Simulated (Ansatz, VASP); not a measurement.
**AgCl: VASP beside Ansatz**

File INCAR:

```
PREC     = Accurate       # precision mode
ENCUT    = 520            # plane-wave cutoff, eV
EDIFF    = 1E-6           # SCF threshold, eV
ISMEAR   = -1             # smearing method
SIGMA    = 0.02           # smearing width, eV
LREAL    = False          # projectors in reciprocal space
LASPH    = True           # aspherical terms in the spheres
NELM     = 80             # most SCF steps
ALGO     = Normal         # electronic algorithm
ISIF     = 2              # what is computed and relaxed
LWAVE    = False          # write WAVECAR
LCHARG   = False          # write CHGCAR
GGA      = PE             # functional
NBANDS   = 16             # bands
```

File KPOINTS:

```
Automatic mesh
0
Gamma
  8 8 8
```

Contents of POSCAR:

```
AgCl
1.0
    0.0000000000      2.8275392985      2.8275392985
    2.8275392985      0.0000000000      2.8275392985
    2.8275392985      2.8275392985      0.0000000000
Ag Cl
1 1
Direct
    0.5000000000      0.5000000000      0.5000000000
    0.0000000000      0.0000000000      0.0000000000
```

Input for Ansatz:

```yaml
crystal:
  lattice:
    - [0.0, 2.8275392985, 2.8275392985]
    - [2.8275392985, 0.0, 2.8275392985]
    - [2.8275392985, 2.8275392985, 0.0]
  atoms:
    - { symbol: Ag, position: [0.5, 0.5, 0.5] }
    - { symbol: Cl, position: [0.0, 0.0, 0.0] }
kpoints:
  mp_grid: { grid: [8, 8, 8] }
  band_path:
    path:
      - [0.0, 0.0, 0.0]
      - [0.5, 0.0, 0.5]
      - [0.625, 0.25, 0.625]
      - [0.375, 0.375, 0.75]
      - [0.0, 0.0, 0.0]
      - [0.5, 0.5, 0.5]
      - [0.5, 0.25, 0.75]
      - [0.5, 0.0, 0.5]
    npoints: 5
scf:
  occupations: { method: fermi_dirac, width: 0.02 }
hamiltonian:
  xc: pbe
  pseudopotentials: { kind: all_electron, lapw: { basis_error: 0.0005 } }
output:
  forces: true
  stress: true
  eigenvalues: true
```

Change from the starting cell: volume scaled by 1.06.

Alike in both runs: task single point; functional PBE; k mesh 8 × 8 × 8; occupations fermi-dirac, width 0.02 eV; no spin polarisation.

```csv
,VASP,Ansatz
version,VASP 6.6.1,Ansatz 0.2.0
potentials or method,"VASP PAW PBE potentials, release 64 (Ag, Cl)","all-electron LAPW, scalar-relativistic"
plane-wave cutoff (eV),520,see its input
```

Ansatz gave:

```
gap on the k mesh at the Fermi level (eV) : 0.93
pressure (GPa)                            : -0.9
```

Problem. Estimate VASP's values.

Solution. gap on the k mesh at the Fermi level (eV): 0.93; pressure (GPa): -1.0.

Ansatz ran all-electron here, so the differences hold the error of VASP's frozen core and of both bases.

A k mesh can miss the band edges.
